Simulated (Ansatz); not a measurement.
**W: a line through an energy map**

How does the energy of W (Fm-3m, No. 225; 2 atoms in the cell) vary with amplitude of mode 4 (104 cm⁻¹), at amplitude of mode 6 (220 cm⁻¹) = −0.041 Å?

Program: Ansatz 0.2.0. Level of theory: DFT LDA, scalar-relativistic, plane waves, PAW. These are calculated values, not measurements.

6 further runs of the same task are left out: 6 set aside as unsound or not needed.

### 1 Starting point

It takes space group Fm-3m (No. 225, cubic). Conventional cell: a = 3.973 Å, b = 3.973 Å, c = 3.973 Å, α = 90.00°, β = 90.00°, γ = 90.00°. W (site symmetry m-3m) is surrounded by 12 W at 2.81 Å.

As a file:

```xyz
1
Lattice="0.0000 1.9863 1.9863 1.9863 0.0000 1.9863 1.9863 1.9863 0.0000" Properties=species:S:1:pos:R:3 pbc="T T T"
W     0.0000    0.0000    0.0000
```

It is the result of an earlier relaxation at this level (volume 15.67 Å³/atom; gap on the mesh: none (metal)).

### 2 Plan of the line

The energy is mapped over two normal modes frozen in (zone-centre modes of the cell shown, which folds in the wave vector (0, 1/2, 1/2) of the primitive cell).

- amplitude of mode 4 (104 cm⁻¹), largest displacement: 11 values from −0.202 to 0.202 Å
- amplitude of mode 6 (220 cm⁻¹), largest displacement: 11 values from −0.068 to 0.068 Å

Nothing else is relaxed (the cell and all other modes fixed). Energies count from the relaxed high-symmetry cell. Points are written as (first, second).

The modes come from a phonon run on the reference cell, made beforehand.

Displacement patterns for an amplitude of 1 (Å):

| atom | x1 | y1 | z1 | x2 | y2 | z2 |
| --- | --- | --- | --- | --- | --- | --- |
| W1 | 0.000 | 1.000 | 0.000 | 1.000 | 0.000 | 0.000 |
| W2 | 0.000 | -1.000 | 0.000 | -1.000 | 0.000 | 0.000 |

### 3 The run at (−0.202 Å, −0.041 Å)

input.yaml

```yaml
crystal:
  lattice:
    - [0.0, -1.98627029, -1.98627029]
    - [0.0, 1.98627029, -1.98627029]
    - [3.97254058, 0.0, 0.0]
  atoms:
    - { symbol: W, position: [0.5508490715, 0.4491509285, 0.4897294945] }
    - { symbol: W, position: [-0.0508490715, 0.0508490715, 0.0102705055] }
basis:
  ecutwfc: 420
kpoints:
  mp_grid: { grid: [16, 16, 12] }
hamiltonian:
  xc: lda
scf:
  occupations: { method: gaussian, width: 0.15 }
output:
  forces: true
  stress: true
  eigenvalues: true
```

On the command line:

```bash
$ ansatz run input.yaml --threads 2 --pin off --max-ram 4096MiB --backend cpu --events-out ev --progress --plain --runs-dir out
```

Standard output, shortened:

```text
Warning: RAYON_NUM_THREADS=2 ignored (pool sized by the plan → 2); use --threads N
[...]
Pseudopotentials: kind: paw
Pseudopotential: W, paw, valence charge 14, recommended cutoff 420 eV (normal), W.paw.azcp
Functional definition: SPW92
[...]
Crystal: 2 atoms, lattice volume = 31.345 Å³
Basis set: ecut = 420 eV, 633 PW (Γ)
Bands: 18, of which v1, the nominal top of the filled ones, is band 14 counted from 1 (13 counted from 0)
Symmetry: 4 space group operations
Space group: C2/m (ITA 12), of the structure as read, at distance tolerance 3.2e-5 Å
k-points: 826 of 3072
[...]
SCF iter   1: F=—  HF=-20258.378117 eV  |F-HF|=—  |Δ(HF+E_count)|=         —  Δρ=9.09e-3  dr2=2.12e-2  ethr=1.77e-3  ⟨swp⟩=5.0  Hψ=63305  notcnv=0
[...]
SCF iter   6: F=-20258.371173 eV  HF=-20258.371173 eV  |F-HF|=1.63e-9  |Δ(HF+E_count)|=   2.79e-8  Δρ=3.47e-6  dr2=3.51e-9  ethr=3.57e-10  ⟨swp⟩=5.9  Hψ=63575  notcnv=0
[...]
SCF converged after 6 iterations
Free energy (F): -20258.371173 eV
[...]
E sigma→0 (E₀):  -20258.361770 eV
Entropy (-TS):   -0.018807 eV (-9.403 meV/atom)
Fermi energy:    22.157988 eV
[...]
--- Forces (eV/Å), atoms counted from 1 ---
  atom   1  W      0.97842544     1.61868548     0.00000000
  atom   2  W     -0.97842544    -1.61868548     0.00000000
[...]
--- Stress (GPa, compression-positive) ---
       16.585780      -1.949726       0.000000
       -1.949727       2.743015       0.000000
        0.000000       0.000000      12.655659
  P = ⅓ Tr σ = 10.6615 GPa (106.615 kbar)
--- Band table (eV; the first three rows and the last of 826) ---
  k-point 0: bands = ["-51.3478", "-51.1010", "-16.3673", "-15.4664", "-15.3761", "-15.0279", "-14.8969", "-14.6928", "12.9537", "16.3548", "17.4771", "20.7970", "21.3515", "22.0198", "23.9669", "25.2654", "25.8715", "26.5382"]
[...]
```

It took 5.3 s on 2 threads of Intel Xeon 6975P-C (Granite Rapids), shared host; peak memory 0.68 GiB.

On the map this point reads 345 meV.

### 4 Changing settings: occupations.method tetrahedron_uncorrected, lower_state_search standard, width left out

input.yaml: that of step 3 with these lines changed.

```diff
@@ -15,6 +15,7 @@
 scf:
-  occupations: { method: gaussian, width: 0.15 }
+  occupations: { method: tetrahedron_uncorrected }
+  lower_state_search: standard
 output:
   forces: true
+  eigenvalues: true
   stress: true
-  eigenvalues: true
```

On the command line:

```bash
$ ansatz run input.yaml --threads 2 --pin off --max-ram 4096MiB --backend cpu --events-out ev --progress --plain --runs-dir out
```

Standard output:

```text
Warning: RAYON_NUM_THREADS=2 ignored (pool sized by the plan → 2); use --threads N
Engine: ansatz 0.2.0, x86_64-unknown-linux-gnu
[... 3 set-up lines as earlier in the session ...]
  exchange = slater_x
  correlation = pw_c
Crystal: 2 atoms, lattice volume = 31.345 Å³
Basis set: ecut = 420 eV, 633 PW (Γ)
Bands: 18, of which v1, the nominal top of the filled ones, is band 14 counted from 1 (13 counted from 0)
[... 2 set-up lines as earlier in the session ...]
k-points: 826 of 3072
Non-local potential: W, projectors of the file, l = 0: 3, l = 1: 2, l = 2: 2, l = 3: 1
PAW form: soft (Blöchl's): semilocal exchange-correlation on the pseudo side does not see the compensation charge
PAW frozen core: W, regenerated for the run's functional, and the local potential with it (the file was generated under x = pbe(κ = 0.804, μ = 0.2195149727645171), c = pbe(β = 0.06672455060314922))
PAW one-centre angular grid: W, 590 points (default); XC on 64 Gauss nodes
Initial density: superposition of atomic densities (neutral atoms: chi_scale 0, normalization atom), corrected by the library's trained network
Initial wavefunctions: pseudopotential atomic-orbital guess
Functional: x = slater, c = lda
SCF iter   1: F=—  HF=-20258.333498 eV  |F-HF|=—  |Δ(HF+E_count)|=         —  Δρ=8.89e-3  dr2=2.09e-2  ethr=1.77e-3  ⟨swp⟩=5.9  Hψ=66019  notcnv=0
preconditioner: auto → none  [metal: no gap  n_scr=6 (ndim 8)  ℏωp=23.0 eV  f_vac=0.000  sad-step TF]
SCF iter   2: F=—  HF=-20258.328953 eV  |F-HF|=—  |Δ(HF+E_count)|=   4.54e-3  Δρ=5.19e-3  dr2=7.27e-3  ethr=7.46e-5  ⟨swp⟩=2.0  Hψ=24382  notcnv=0  defer=19
SCF iter   3: F=—  HF=-20258.326618 eV  |F-HF|=—  |Δ(HF+E_count)|=   2.34e-3  Δρ=3.31e-4  dr2=2.45e-5  ethr=2.60e-5  ⟨swp⟩=2.0  Hψ=23092  notcnv=0  defer=19
SCF iter   4: F=—  HF=-20258.326613 eV  |F-HF|=—  |Δ(HF+E_count)|=   5.30e-6  Δρ=1.23e-4  dr2=6.71e-6  ethr=8.76e-8  ⟨swp⟩=2.7  Hψ=30382  notcnv=0  defer=20
SCF iter   5: F=—  HF=-20258.326610 eV  |F-HF|=—  |Δ(HF+E_count)|=   2.52e-6  Δρ=2.00e-5  dr2=1.61e-7  ethr=2.40e-8  ⟨swp⟩=2.3  Hψ=25693  notcnv=0  defer=19
SCF iter   6: F=-20258.326610 eV  HF=-20258.326610 eV  |F-HF|=7.95e-8  |Δ(HF+E_count)|=   3.38e-9  Δρ=1.03e-5  dr2=9.28e-8  ethr=3.57e-10  ⟨swp⟩=5.0  Hψ=54487  notcnv=0
SCF 1 converged in 6 iterations: F = -20258.326610 eV  dr2 = 9.28e-8
SCF converged after 6 iterations
Free energy (F): -20258.326610 eV
Harris-Foulkes:  -20258.326610 eV  (|F-HF|=7.95e-8)
Internal energy: -20258.326609 eV  (E = F + TS)
E sigma→0 (E₀):  -20258.326610 eV
Entropy (-TS):   -0.000001 eV (-0.000 meV/atom)
Fermi energy:    22.182530 eV
--- Per-component energies (eV) ---
  E_band       = -160.616357
  E_kinetic    = 906.382861
  E_local      = -1236.749921  (includes V_loc(G=0)·N_el)
  E_nonlocal   = 15.269010
  E_hartree    = 447.545993
  E_xc         = -531.285592
  E_vxc        = -479.429410  (∫ρ·V_xc dr)
  E_paw        = -16620.172268  (= ΣΔE_a)
  E_vpaw       = -261.182932  (= ΣTr[D̂ρ^β])
  E_aug_tail   = -0.000132  (compensation charges beyond the density's cutoff)
  E_ewald      = -3239.882866
  E_core_change = 0.566306  (= ΣΔE_core)
  E_smearing   = -0.000001  (= −TS)
  E_closure    = -0.000000  (closes the sum)
  Σ components = -20258.326610   (vs F -20258.326610, Δ=0.00e0)
--- Forces (eV/Å), atoms counted from 1 ---
  atom   1  W      0.96575346     1.64385232     0.00000000
  atom   2  W     -0.96575346    -1.64385232     0.00000000
  max |Σ_I F_I| component: 0.00e0 eV/Å
--- Stress (GPa, compression-positive) ---
       16.577263      -2.039649       0.000000
       -2.039653       3.539370       0.000000
        0.000000       0.000000      13.089344
  P = ⅓ Tr σ = 11.0687 GPa (110.687 kbar)
--- Band table (eV; the first three rows and the last of 826) ---
  k-point 0: bands = ["-51.3488", "-51.1020", "-16.3671", "-15.4688", "-15.3766", "-15.0285", "-14.8993", "-14.6929", "12.9538", "16.3539", "17.4768", "20.7961", "21.3511", "22.0215", "23.9667", "25.2639", "25.8722", "26.5400"]
  k-point 1: bands = ["-51.3450", "-51.1060", "-16.3473", "-15.4687", "-15.3711", "-15.0342", "-14.9070", "-14.7106", "13.0630", "16.3866", "17.4966", "20.6739", "21.4325", "22.1032", "23.7955", "25.2048", "25.5643", "26.5628"]
  k-point 2: bands = ["-51.3338", "-51.1174", "-16.2895", "-15.4711", "-15.3550", "-15.0506", "-14.9311", "-14.7573", "13.3837", "16.4739", "17.5600", "20.3444", "21.6658", "22.3503", "23.3080", "24.5895", "25.3341", "26.5493"]
  k-point 825: bands = ["-51.1494", "-51.1234", "-16.2225", "-16.0361", "-15.9434", "-15.7526", "-15.1554", "-15.0428", "17.6443", "17.6982", "19.7723", "19.9844", "20.1970", "20.3856", "24.1346", "24.2911", "28.1331", "28.2801"]
```

It took 5.3 s on 2 threads of Intel Xeon 6975P-C (Granite Rapids), shared host; peak memory 0.67 GiB.

| run | ending | energy change | pressure (GPa) | gap (eV) | force (eV/Å) | cycles | time |
| --- | --- | --- | --- | --- | --- | --- | --- |
| step 3 | converged | 0 | 10.7 | 0.00 | 1.89 | 6 | 5.3 s |
| variant | converged | +17.6 meV/atom (σ→0) | 11.1 | 0.00 | 1.91 | 6 | 5.3 s |

Changing the smearing and search for lower states moves the energy by +17.6 meV/atom (σ→0 values), and the pressure goes from 10.7 to 11.1 GPa.

### 5 Point (−0.121 Å, −0.041 Å)

input.yaml: that of step 3 with these lines changed.

```diff
@@ -6,4 +6,4 @@
   atoms:
-    - { symbol: W, position: [0.5508490715, 0.4491509285, 0.4897294945] }
-    - { symbol: W, position: [-0.0508490715, 0.0508490715, 0.0102705055] }
+    - { symbol: W, position: [0.5305094429, 0.4694905571, 0.4897294945] }
+    - { symbol: W, position: [-0.0305094429, 0.0305094429, 0.0102705055] }
 basis:
```

On the command line:

```bash
$ ansatz run input.yaml --threads 2 --pin off --max-ram 4096MiB --backend cpu --events-out ev --progress --plain --runs-dir out
```

Standard output, shortened:

```text
Warning: RAYON_NUM_THREADS=2 ignored (pool sized by the plan → 2); use --threads N
[...]
[... 3 set-up lines as earlier in the session ...]
[...]
Crystal: 2 atoms, lattice volume = 31.345 Å³
Basis set: ecut = 420 eV, 633 PW (Γ)
Bands: 18, of which v1, the nominal top of the filled ones, is band 14 counted from 1 (13 counted from 0)
[... 2 set-up lines as earlier in the session ...]
k-points: 826 of 3072
[...]
SCF iter   1: F=—  HF=-20258.569119 eV  |F-HF|=—  |Δ(HF+E_count)|=         —  Δρ=8.32e-3  dr2=1.79e-2  ethr=1.77e-3  ⟨swp⟩=5.0  Hψ=63340  notcnv=0
[...]
SCF iter   6: F=-20258.563222 eV  HF=-20258.563222 eV  |F-HF|=4.64e-9  |Δ(HF+E_count)|=   2.82e-7  Δρ=8.87e-6  dr2=8.79e-9  ethr=3.57e-10  ⟨swp⟩=3.2  Hψ=60049  notcnv=0
[...]
SCF converged after 6 iterations
Free energy (F): -20258.563222 eV
[...]
E sigma→0 (E₀):  -20258.551216 eV
Entropy (-TS):   -0.024012 eV (-12.006 meV/atom)
Fermi energy:    22.109542 eV
[...]
--- Forces (eV/Å), atoms counted from 1 ---
  atom   1  W      1.07470332     0.83925734     0.00000000
  atom   2  W     -1.07470332    -0.83925734     0.00000000
[...]
--- Stress (GPa, compression-positive) ---
        5.093744      -3.364413       0.000000
       -3.364412       0.822321       0.000000
        0.000000       0.000000       7.331058
  P = ⅓ Tr σ = 4.4157 GPa (44.157 kbar)
--- Band table (eV; the first three rows and the last of 826) ---
  k-point 0: bands = ["-51.3883", "-51.1844", "-16.2952", "-15.4815", "-15.4505", "-15.0056", "-14.9621", "-14.8770", "12.9209", "16.2927", "17.3262", "21.1681", "21.3891", "21.6712", "24.3289", "24.9079", "25.8068", "27.1545"]
[...]
```

It took 5.4 s on 2 threads of Intel Xeon 6975P-C (Granite Rapids), shared host; peak memory 0.69 GiB.

That is 153 meV from the zero.

### 6 The run at (−0.081 Å, −0.041 Å)

input.yaml: that of step 5 with these lines changed.

```diff
@@ -6,4 +6,4 @@
   atoms:
-    - { symbol: W, position: [0.5305094429, 0.4694905571, 0.4897294945] }
-    - { symbol: W, position: [-0.0305094429, 0.0305094429, 0.0102705055] }
+    - { symbol: W, position: [0.5203396286, 0.4796603714, 0.4897294945] }
+    - { symbol: W, position: [-0.0203396286, 0.0203396286, 0.0102705055] }
 basis:
```

On the command line:

```bash
$ ansatz run input.yaml --threads 2 --pin off --max-ram 4096MiB --backend cpu --events-out ev --progress --plain --runs-dir out
```

Standard output, shortened:

```text
Warning: RAYON_NUM_THREADS=2 ignored (pool sized by the plan → 2); use --threads N
[...]
[... 3 set-up lines as earlier in the session ...]
[...]
Crystal: 2 atoms, lattice volume = 31.345 Å³
Basis set: ecut = 420 eV, 633 PW (Γ)
Bands: 18, of which v1, the nominal top of the filled ones, is band 14 counted from 1 (13 counted from 0)
[... 2 set-up lines as earlier in the session ...]
k-points: 826 of 3072
[...]
SCF iter   1: F=—  HF=-20258.624456 eV  |F-HF|=—  |Δ(HF+E_count)|=         —  Δρ=8.08e-3  dr2=1.71e-2  ethr=1.77e-3  ⟨swp⟩=5.0  Hψ=63388  notcnv=0
[...]
SCF iter   6: F=-20258.618808 eV  HF=-20258.618808 eV  |F-HF|=3.23e-9  |Δ(HF+E_count)|=   2.16e-7  Δρ=7.03e-6  dr2=6.78e-9  ethr=3.57e-10  ⟨swp⟩=3.2  Hψ=58910  notcnv=0
[...]
SCF converged after 6 iterations
Free energy (F): -20258.618808 eV
[...]
E sigma→0 (E₀):  -20258.606475 eV
Entropy (-TS):   -0.024665 eV (-12.333 meV/atom)
Fermi energy:    22.096550 eV
[...]
--- Forces (eV/Å), atoms counted from 1 ---
  atom   1  W      1.17488656     0.54267297     0.00000000
  atom   2  W     -1.17488656    -0.54267297     0.00000000
[...]
--- Stress (GPa, compression-positive) ---
        1.472915      -2.704493       0.000000
       -2.704492       1.177615       0.000000
        0.000000       0.000000       4.752724
  P = ⅓ Tr σ = 2.4678 GPa (24.678 kbar)
--- Band table (eV; the first three rows and the last of 826) ---
  k-point 0: bands = ["-51.4030", "-51.2116", "-16.2766", "-15.4874", "-15.4739", "-14.9986", "-14.9850", "-14.9364", "12.9103", "16.2760", "17.2781", "21.2952", "21.4095", "21.5608", "24.4418", "24.7866", "25.7956", "27.2733"]
[...]
```

Wall time 5.3 s (2 threads of Intel Xeon 6975P-C (Granite Rapids), shared host); peak memory 0.68 GiB.

On the map this point reads 97 meV.

### 7 Point (−0.040 Å, −0.041 Å)

input.yaml: that of step 6 with these lines changed.

```diff
@@ -6,4 +6,4 @@
   atoms:
-    - { symbol: W, position: [0.5203396286, 0.4796603714, 0.4897294945] }
-    - { symbol: W, position: [-0.0203396286, 0.0203396286, 0.0102705055] }
+    - { symbol: W, position: [0.5101698143, 0.4898301857, 0.4897294945] }
+    - { symbol: W, position: [-0.0101698143, 0.0101698143, 0.0102705055] }
 basis:
```

On the command line:

```bash
$ ansatz run input.yaml --threads 2 --pin off --max-ram 4096MiB --backend cpu --events-out ev --progress --plain --runs-dir out
```

Standard output, shortened:

```text
Warning: RAYON_NUM_THREADS=2 ignored (pool sized by the plan → 2); use --threads N
[...]
[... 3 set-up lines as earlier in the session ...]
[...]
Crystal: 2 atoms, lattice volume = 31.345 Å³
Basis set: ecut = 420 eV, 633 PW (Γ)
Bands: 18, of which v1, the nominal top of the filled ones, is band 14 counted from 1 (13 counted from 0)
[... 2 set-up lines as earlier in the session ...]
k-points: 826 of 3072
[...]
SCF iter   1: F=—  HF=-20258.657353 eV  |F-HF|=—  |Δ(HF+E_count)|=         —  Δρ=7.98e-3  dr2=1.69e-2  ethr=1.77e-3  ⟨swp⟩=5.0  Hψ=63237  notcnv=0
[...]
SCF iter   6: F=-20258.651798 eV  HF=-20258.651798 eV  |F-HF|=1.71e-8  |Δ(HF+E_count)|=   2.52e-8  Δρ=5.78e-6  dr2=2.27e-8  ethr=3.57e-10  ⟨swp⟩=5.8  Hψ=61539  notcnv=0
[...]
SCF converged after 6 iterations
Free energy (F): -20258.651798 eV
[...]
E sigma→0 (E₀):  -20258.638976 eV
Entropy (-TS):   -0.025644 eV (-12.822 meV/atom)
Fermi energy:    22.090238 eV
[...]
--- Forces (eV/Å), atoms counted from 1 ---
  atom   1  W      1.25573808     0.27423785     0.00000000
  atom   2  W     -1.25573808    -0.27423785     0.00000000
[...]
--- Stress (GPa, compression-positive) ---
       -0.747489      -1.440428       0.000000
       -1.440428       1.802858       0.000000
        0.000000       0.000000       2.781951
  P = ⅓ Tr σ = 1.2791 GPa (12.791 kbar)
--- Band table (eV; the first three rows and the last of 826) ---
  k-point 0: bands = ["-51.4117", "-51.2275", "-16.2659", "-15.4905", "-15.4873", "-14.9962", "-14.9936", "-14.9743", "12.9039", "16.2669", "17.2493", "21.3813", "21.4238", "21.4879", "24.5034", "24.7183", "25.7918", "27.3524"]
[...]
```

It took 5.5 s on 2 threads of Intel Xeon 6975P-C (Granite Rapids), shared host; peak memory 0.68 GiB.

That is 64 meV from the zero.

### 8 The run at (0.000 Å, −0.041 Å)

input.yaml: that of step 7 with these lines changed.

```diff
@@ -6,4 +6,4 @@
   atoms:
-    - { symbol: W, position: [0.5101698143, 0.4898301857, 0.4897294945] }
-    - { symbol: W, position: [-0.0101698143, 0.0101698143, 0.0102705055] }
+    - { symbol: W, position: [0.5, 0.5, 0.4897294945] }
+    - { symbol: W, position: [0.0, 0.0, 0.0102705055] }
 basis:
```

On the command line:

```bash
$ ansatz run input.yaml --threads 2 --pin off --max-ram 4096MiB --backend cpu --events-out ev --progress --plain --runs-dir out
```

Standard output, shortened:

```text
Warning: RAYON_NUM_THREADS=2 ignored (pool sized by the plan → 2); use --threads N
[...]
[... 3 set-up lines as earlier in the session ...]
[...]
Crystal: 2 atoms, lattice volume = 31.345 Å³
Basis set: ecut = 420 eV, 633 PW (Γ)
Bands: 18, of which v1, the nominal top of the filled ones, is band 14 counted from 1 (13 counted from 0)
Symmetry: 16 space group operations
Space group: P4/nmm (ITA 129), of the structure as read, at distance tolerance 3.2e-5 Å
k-points: 315 of 3072
[...]
SCF iter   1: F=—  HF=-20258.668469 eV  |F-HF|=—  |Δ(HF+E_count)|=         —  Δρ=8.00e-3  dr2=1.70e-2  ethr=1.77e-3  ⟨swp⟩=5.0  Hψ=24104  notcnv=0
[...]
SCF iter   6: F=-20258.662895 eV  HF=-20258.662895 eV  |F-HF|=2.53e-8  |Δ(HF+E_count)|=   1.15e-8  Δρ=5.21e-6  dr2=2.86e-8  ethr=5.80e-11  ⟨swp⟩=2.5  Hψ=20671  notcnv=0
[...]
SCF converged after 6 iterations
Free energy (F): -20258.662895 eV
[...]
E sigma→0 (E₀):  -20258.649929 eV
Entropy (-TS):   -0.025932 eV (-12.966 meV/atom)
Fermi energy:    22.089588 eV
[...]
--- Forces (eV/Å), atoms counted from 1 ---
  atom   1  W      1.28241093    -0.00000000     0.00000000
  atom   2  W     -1.28241093     0.00000000     0.00000000
[...]
--- Stress (GPa, compression-positive) ---
       -1.489916      -0.000000       0.000000
       -0.000000       2.040338       0.000000
        0.000000      -0.000000       2.040338
  P = ⅓ Tr σ = 0.8636 GPa (8.636 kbar)
--- Band table (eV; the first three rows and the last of 315) ---
  k-point 0: bands = ["-51.4142", "-51.2324", "-16.2622", "-15.4913", "-15.4913", "-14.9949", "-14.9915", "-14.9915", "12.9017", "16.2641", "17.2398", "21.4291", "21.4291", "21.4453", "24.5203", "24.6992", "25.7912", "27.3806"]
[...]
```

Wall time 2.4 s (2 threads of Intel Xeon 6975P-C (Granite Rapids), shared host); peak memory 0.46 GiB.

On the map this point reads 53 meV.

### 9 What came out

| amplitude of mode 4 (104 cm⁻¹), largest displacement (Å) | step | energy (meV) | slope (meV per Å) | pressure (GPa) | largest force on an atom (eV/Å) |
| --- | --- | --- | --- | --- | --- |
| −0.202 | 3 | 345 | −3237 | 10.7 | 1.89 |
| −0.162 | – | 233 | −2335 | 7.2 | 1.54 |
| −0.121 | 5 | 153 | −1679 | 4.4 | 1.36 |
| −0.081 | 6 | 97 | −1085 | 2.5 | 1.29 |
| −0.040 | 7 | 64 | −548 | 1.3 | 1.28 |
| 0.000 | 8 | 53 | 0 | 0.9 | 1.28 |
| 0.040 | – | 64 | 548 | 1.3 | 1.28 |
| 0.081 | – | 97 | 1085 | 2.5 | 1.29 |
| 0.121 | – | 153 | 1679 | 4.4 | 1.36 |
| 0.162 | – | 233 | 2335 | 7.2 | 1.54 |
| 0.202 | – | 345 | 3237 | 10.7 | 1.89 |

Energies count from the relaxed high-symmetry cell. Rows without a step come from runs not printed here or follow by symmetry. Slopes come from the forces (and the stress, where the cell changes), not from differences of energies.

| run | outcome |
| --- | --- |
| step 4, run with occupations.method tetrahedron_uncorrected, lower_state_search standard, width left out (against step 3) | +17.6 meV/atom; the pressure goes from 10.7 to 11.1 GPa |

What this shows: Along the line the energy is lowest at 0.000 Å, 53 meV from the zero. Energies and slopes round the minimum, fitted together, put the minimum at 0.0000 Å, with a curvature of about 14000 meV per Å². The highest point computed, at −0.202 Å, lies 292 meV above the lowest. This is one cut through a surface in two coordinates; the map's lowest point lies off it. With the other coordinates free, the energies away from the reference would be the same or lower. The runs treat W without spin-orbit coupling.
